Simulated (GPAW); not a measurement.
The system is CoO.

```xyz
2
Lattice="1.5055 0.8692 2.4399 -1.5055 0.8692 2.4399 0.0000 -1.7384 2.4399" Properties=species:S:1:pos:R:3 pbc="T T T"
Co    0.0000    0.0000    0.0000
O     0.0000    0.0000    3.6599
```

The cell is a database's computed one.

Base run:

- Program: GPAW 26.7.0
- Functional: PBEsol
- Potentials or basis: PAW data sets generated in the run's folder for this functional
- Cutoff: 800 eV
- Basis: pw
- k mesh: 8 × 8 × 8
- Occupations: fermi-dirac, width 0.05 eV
- Spin: collinear spin, ferromagnetic start
- Starting moments: [2.0, 0.0] μB

Its results: pressure -8.6 GPa; net moment 2.91 μB per cell; site moments Co +2.50; O +0.24 μB.

Problem. The run is repeated on the same cell with these changes: hubbard terms from none to Co d U = 8 eV. What comes out?

Solution. Pressure -1.3 GPa; net moment 3.00 μB per cell; site moments Co +2.79; O +0.14 μB.

Caveats: a cell with one magnetic atom can't hold antiferromagnetic order, which such compounds often take.
